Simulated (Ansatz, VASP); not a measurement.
## Cross-check of Ga7H4N7 (armchair GaN ribbon N=7 H edges) between VASP and Ansatz

One calculation is typed for both programs; each brings its own data sets. How far apart do they land? The structure shown is the start of the Ansatz relaxation below; VASP solves that cell, so the two are compared at the walk's first step.

Main program and level: Ansatz 0.2.0; plane waves, with VASP 6.6.1 beside it; single point at PBE.

### 1. The structure

The cell holds 18 atoms: 7 Ga, 7 N and 4 H. Its edges and angles: a = 19.263 Å, b = 7.000 Å, c = 5.550 Å, α = 90.0°, β = 90.0°, γ = 90.0°. Vacuum lies along a and b. The structure's axis is c.

As a file:

```
Ga N H
1.0
    19.26300    0.00000    0.00000
     0.00000    7.00000    0.00000
     0.00000    0.00000    5.55000
Ga N H
7 7 4
Direct
  0.25048 0.50000 0.00000
  0.41683 0.50000 0.00000
  0.58317 0.50000 0.00000
  0.74952 0.50000 0.00000
  0.33366 0.50000 0.50000
  0.50000 0.50000 0.50000
  0.66634 0.50000 0.50000
  0.25048 0.50000 0.33333
  0.41683 0.50000 0.33333
  0.58317 0.50000 0.33333
  0.74952 0.50000 0.33333
  0.33366 0.50000 0.83333
  0.50000 0.50000 0.83333
  0.66634 0.50000 0.83333
  0.20463 0.50000 0.42523
  0.79537 0.50000 0.42523
  0.18170 0.50000 0.86216
  0.81830 0.50000 0.86216
```

### 2. Ansatz: relaxation, PBE

Ansatz runs on its default PAW (the set named soft_2) files.

The two programs are compared at the cell with which this relaxation starts, whose forces are those of its first step.

input.yaml reads:

```yaml
crystal:
  lattice:
    - [19.263, 0.0, 0.0]
    - [0.0, 7.0, 0.0]
    - [0.0, 0.0, 5.55]
  atoms:
    - { symbol: Ga, position: [0.250481175, 0.5, 0.0] }
    - { symbol: Ga, position: [0.416825669, 0.5, 0.0] }
    - { symbol: Ga, position: [0.583170163, 0.5, 0.0] }
    - { symbol: Ga, position: [0.749514658, 0.5, 0.0] }
    - { symbol: "N", position: [0.250481175, 0.5, 0.333333333] }
    - { symbol: "N", position: [0.416825669, 0.5, 0.333333333] }
    - { symbol: "N", position: [0.583170163, 0.5, 0.333333333] }
    - { symbol: "N", position: [0.749514658, 0.5, 0.333333333] }
    - { symbol: H, position: [0.204624044, 0.5, 0.425225225] }
    - { symbol: H, position: [0.795371788, 0.5, 0.425225225] }
    - { symbol: Ga, position: [0.333653422, 0.5, 0.5] }
    - { symbol: Ga, position: [0.499997916, 0.5, 0.5] }
    - { symbol: Ga, position: [0.66634241, 0.5, 0.5] }
    - { symbol: "N", position: [0.333653422, 0.5, 0.833333333] }
    - { symbol: "N", position: [0.499997916, 0.5, 0.833333333] }
    - { symbol: "N", position: [0.66634241, 0.5, 0.833333333] }
    - { symbol: H, position: [0.181695478, 0.5, 0.862162162] }
    - { symbol: H, position: [0.818300354, 0.5, 0.862162162] }
kpoints:
  mp_grid: { grid: [1, 1, 15] }
scf:
  occupations: { method: fermi_dirac, width: 0.05 }
hamiltonian:
  xc: pbe
relax:
  cell: { fix: [a, b, alpha, beta, gamma] }
  max_steps: 45
  f_tol: 0.03
```

Run with:

```console
$ ansatz run input.yaml --threads 4 --pin off --max-ram 16384MiB --backend cpu --events-out ev --progress --plain --runs-dir out
```

Numbers of over 12 decimals in the logs are rounded to 6 here.

Log:

```text
Engine: ansatz 0.2.0, aarch64-unknown-linux-gnu
Pseudopotentials: kind: paw
Pseudopotential: Ga, paw, valence charge 13, recommended cutoff 420 eV (normal), Ga.paw.azcp
Pseudopotential: N, paw, valence charge 5, recommended cutoff 420 eV (normal), N.paw.azcp
Pseudopotential: H, paw, valence charge 1, recommended cutoff 420 eV (normal), H.paw.azcp
Functional definition: PBE
  parameter kappa = 0.804
  parameter beta = 0.066725
  exchange = pbe_x(kappa = kappa, mu = beta*pi^2/3)
  correlation = pbe_c(beta = beta)
Crystal: 18 atoms, lattice volume = 748.368 Å³
Basis set: ecut = 420 eV, 14621 PW (Γ), exchange–correlation on 270×96×80 points (8 copies of the dense FFT grid, shifted against one another)
Bands: 83, of which v1, the nominal top of the filled ones, is band 65 counted from 1 (64 counted from 0)
Symmetry: 4 space group operations
Space group: Pmm2 (ITA 25), of the structure as read, at distance tolerance 9.1e-5 Å
k-points: 8 of 15 (time reversal used)
Non-local potential: Ga, projectors of the file, l = 0: 2, l = 1: 2, l = 2: 3, l = 3: 1
Non-local potential: N, projectors of the file, l = 0: 2, l = 1: 2, l = 2: 1
Non-local potential: H, projectors of the file, l = 0: 2, l = 1: 1
PAW form: soft (Blöchl's): semilocal exchange-correlation on the pseudo side does not see the compensation charge
PAW one-centre angular grid: Ga, 590 points (default); XC on 64 Gauss nodes
PAW one-centre angular grid: N, 110 points (default); XC on 64 Gauss nodes
PAW one-centre angular grid: H, 110 points (default); XC on 64 Gauss nodes
Initial density: superposition of atomic densities (neutral atoms: chi_scale 0, normalization atom), corrected by the library's trained network
Initial wavefunctions: pseudopotential atomic-orbital guess
Functional: x = pbe(κ = 0.804, μ = 0.219515), c = pbe(β = 0.066725)
SCF iter   1: F=—  HF=-29233.615276 eV  |F-HF|=—  |Δ(HF+E_count)|=         —  Δρ=2.17e-3  dr2=2.57e-2  ethr=1.77e-3  ⟨swp⟩=6.2  Hψ=2917  notcnv=0  defer=8
preconditioner: auto → Resta (q_TF=auto, 2.038 Å⁻¹)  ε∞=2.1  [insulator: Δε(μ)=2.558 eV  Ē_g=14.847 eV  σ=0.050 eV  W_gap=1.00  n_scr=102 (ndim 8)  ℏωp=15.5 eV  f_vac=0.633  D(μ)=0.00/eV (n_scr^D=0)  ε∞_Penn≈2.1  vacuum switching on, ρ_ref=1.6e-2 e/Å³]
SCF iter   2: F=—  HF=-29233.627609 eV  |F-HF|=—  |Δ(HF+E_count)|=   1.23e-2  Δρ=9.43e-4  dr2=5.50e-3  ethr=1.98e-5  ⟨swp⟩=2.0  Hψ=994  notcnv=0  defer=102
SCF iter   3: F=—  HF=-29233.632405 eV  |F-HF|=—  |Δ(HF+E_count)|=   4.80e-3  Δρ=5.18e-4  dr2=1.53e-3  ethr=4.23e-6  ⟨swp⟩=2.0  Hψ=848  notcnv=0  defer=102
SCF iter   4: F=—  HF=-29233.633152 eV  |F-HF|=—  |Δ(HF+E_count)|=   7.48e-4  Δρ=1.21e-4  dr2=1.25e-4  ethr=1.17e-6  ⟨swp⟩=2.0  Hψ=1122  notcnv=0  defer=102
SCF iter   5: F=—  HF=-29233.633156 eV  |F-HF|=—  |Δ(HF+E_count)|=   3.65e-6  Δρ=6.57e-5  dr2=3.58e-5  ethr=9.63e-8  ⟨swp⟩=2.0  Hψ=1080  notcnv=0  defer=102
SCF iter   6: F=—  HF=-29233.633046 eV  |F-HF|=—  |Δ(HF+E_count)|=   1.10e-4  Δρ=1.86e-5  dr2=2.18e-6  ethr=2.75e-8  ⟨swp⟩=2.0  Hψ=848  notcnv=0  defer=102
SCF iter   7: F=—  HF=-29233.633050 eV  |F-HF|=—  |Δ(HF+E_count)|=   3.99e-6  Δρ=7.67e-6  dr2=3.49e-7  ethr=1.68e-9  ⟨swp⟩=2.0  Hψ=1082  notcnv=0  defer=102
SCF iter   8: F=-29233.633050 eV  HF=-29233.633050 eV  |F-HF|=4.54e-8  |Δ(HF+E_count)|=   2.31e-7  Δρ=1.67e-6  dr2=1.61e-8  ethr=7.69e-11  ⟨swp⟩=5.0  Hψ=2320  notcnv=0
SCF 1 converged in 8 iterations: F = -29233.633050 eV  dr2 = 1.61e-8
  greatest PAW one-centre occupation: 0.996 electrons in one spin orbital (limit 2), on the Ga atom at site 3 (counted from 0), in its partial waves of l = 2
relax step   1: F+E_penalty+E_count = -29233.63305010 eV  Δ(F+E_penalty+E_count) = +0.000e0 eV  max|allowed force component| = 5.340e-1 eV/Å  Δτ_max = 0.0000 Å  P = +0.185 GPa  Ω = 748.368 Å³  fix = [a, b, alpha, beta, gamma]  reactions: a +0.165, b +0.208 GPa  (8 SCF iters, dr2 threshold 1.00e-7 eV, accepted)
[...]
relax step   3: F+E_penalty+E_count = -29233.72624344 eV  Δ(F+E_penalty+E_count) = -8.392e-3 eV  max|allowed force component| = 5.142e-2 eV/Å  Δτ_max = 0.0231 Å  P = +0.068 GPa  Ω = 750.997 Å³  energy of the carried Pulay correction = -1.848e-3 eV  fix = [a, b, alpha, beta, gamma]  reactions: a +0.025, b +0.206 GPa  (6 SCF iters, dr2 threshold 1.80e-6 eV, accepted)
[...]
relax step   4: F+E_penalty+E_count = -29233.72640722 eV  Δ(F+E_penalty+E_count) = -1.638e-4 eV  max|allowed force component| = 1.301e-2 eV/Å  Δτ_max = 0.0032 Å  P = +0.067 GPa  Ω = 751.202 Å³  energy of the carried Pulay correction = -1.993e-3 eV  fix = [a, b, alpha, beta, gamma]  reactions: a -0.001, b +0.205 GPa  (6 SCF iters, dr2 threshold 1.65e-7 eV, accepted)
[...]
relax step   5: F+E_penalty+E_count = -29233.72843612 eV  Δ(F+E_penalty+E_count) = -2.029e-3 eV  max|allowed force component| = 1.331e-2 eV/Å  Δτ_max = 0.0000 Å  P = +0.070 GPa  Ω = 751.202 Å³  fix = [a, b, alpha, beta, gamma]  reactions: a -0.006, b +0.218 GPa  stress off target by 2.52e-3 GPa on what of the cell is left free  SCF on the basis re-selected at this cell (its energy is not comparable with the rows above)  (6 SCF iters)
basis re-selected at this cell: Δ(F+E_penalty+E_count) = -2.029e-3 eV, ΔP = +0.003 GPa vs the last step (what re-selecting the basis moved, of the pressure what is left beyond the Pulay correction that the steps carried, after the strain that the cell walked since its last selection, with what the two solves' SCF thresholds leave and, on support functions, any second-order correction that the steps lacked; it is no m [...]
SCF converged after 6 iterations
Free energy (F): -29233.728436 eV
Harris-Foulkes:  -29233.728436 eV  (|F-HF|=7.33e-9)
Internal energy: -29233.728436 eV  (E = F + TS)
E sigma→0 (E₀):  -29233.728436 eV
Fermi energy:    -0.805045 eV
--- Per-component energies (eV) ---
  E_band       = -1516.442109
  E_kinetic    = 1767.503729
  E_local      = -48919.360687  (includes V_loc(G=0)·N_el)
  E_nonlocal   = 3313.152738
  E_hartree    = 23164.950571
  E_xc         = -929.296634
  E_vxc        = -972.340749  (∫ρ·V_xc dr)
  E_paw        = -14827.856558  (= ΣΔE_a)
  E_vpaw       = -3035.292815  (= ΣTr[D̂ρ^β])
  E_aug_tail   = -0.005313  (compensation charges beyond the density's cutoff)
  E_ewald      = 7197.183718
  E_smearing   = -0.000000  (= −TS)
  E_closure    = -0.000000  (closes the sum)
  Σ components = -29233.728436   (vs F -29233.728436, Δ=0.00e0)
--- Forces (eV/Å), atoms counted from 1 ---
  atom   1  Ga    -0.01146489     0.00000000    -0.00320553
  atom   2  Ga     0.00086170     0.00000000     0.00021081
  atom   3  Ga    -0.00086170     0.00000000     0.00021081
  atom   4  Ga     0.01146489     0.00000000    -0.00320553
  atom   5  N      0.00057052     0.00000000     0.01330695
  atom   6  N      0.00150291     0.00000000     0.00076528
  atom   7  N     -0.00150291     0.00000000     0.00076528
  atom   8  N     -0.00057052     0.00000000     0.01330695
  atom   9  H      0.00557769     0.00000000    -0.00963176
  atom  10  H     -0.00557769     0.00000000    -0.00963176
  atom  11  Ga    -0.00261217     0.00000000    -0.00143673
  atom  12  Ga     0.00000000     0.00000000    -0.00327102
  atom  13  Ga     0.00261217     0.00000000    -0.00143673
  atom  14  N      0.00310187     0.00000000    -0.00093583
  atom  15  N      0.00000000     0.00000000     0.00042127
  atom  16  N     -0.00310187     0.00000000    -0.00093583
  atom  17  H      0.00462791     0.00000000     0.00235092
  atom  18  H     -0.00462791     0.00000000     0.00235092
  max |Σ_I F_I| component: 1.53e-6 eV/Å
--- Stress (GPa, compression-positive) ---
       -0.005555       0.000000       0.000000
        0.000000       0.218065       0.000000
        0.000000       0.000000      -0.002516
  P = ⅓ Tr σ = 0.0700 GPa (0.700 kbar)
--- Relaxed structure (4 steps of the walk, 4 accepted, 1 SCFs on fresh bases) ---
  F+E_penalty+E_count = -29233.72843612 eV   max|allowed force component| = 1.331e-2 eV/Å   (the final SCF, on the basis selected at the relaxed cell)
  cell:  # Å, volume = 751.2024 Å³
    - [19.263, 0.0, 0.0]
    - [0.0, 7.0, 0.0]
    - [0.0, 0.0, 5.571024]
  atoms:
    - { symbol: Ga, position: [0.248698, 0.5, -0.00311892] }
    - { symbol: Ga, position: [0.416563, 0.5, 0.0041414] }
    - { symbol: Ga, position: [0.583437, 0.5, 0.0041414] }
    - { symbol: Ga, position: [0.751302, 0.5, -0.00311892] }
    - { symbol: N, position: [0.253565, 0.5, 0.325418] }
    - { symbol: N, position: [0.416832, 0.5, 0.337007] }
    - { symbol: N, position: [0.583168, 0.5, 0.337007] }
    - { symbol: N, position: [0.746435, 0.5, 0.325418] }
    - { symbol: H, position: [0.207973, 0.5, 0.418044] }
    - { symbol: H, position: [0.792027, 0.5, 0.418044] }
    - { symbol: Ga, position: [0.333886, 0.5, 0.504902] }
    - { symbol: Ga, position: [0.5, 0.5, 0.504005] }
    - { symbol: Ga, position: [0.666114, 0.5, 0.504902] }
    - { symbol: N, position: [0.332990, 0.5, 0.837430] }
    - { symbol: N, position: [0.5, 0.5, 0.837248] }
    - { symbol: N, position: [0.667010, 0.5, 0.837430] }
    - { symbol: H, position: [0.178323, 0.5, 0.859604] }
    - { symbol: H, position: [0.821677, 0.5, 0.859604] }
```

Reading the cycles: dr2 is the Hartree energy of the density residual (eV), the measure of convergence; HF is the Harris–Foulkes estimate of the energy, which meets the free energy F at convergence.

(Continued in part 2 of 2.)

[Lines on the potential files, build, host, timing and source positions are cut from VASP's logs without a mark.]

[Logs are printed without paths, hosts, clocks, repeated set-up lines and the standing remarks that a program may print on its own settings, such as how far it seeks lower states.]

[Hosts, paths, dates, database ids (printed as entryN), source tags and the programs' standing remarks are cut or masked in the printed files.]
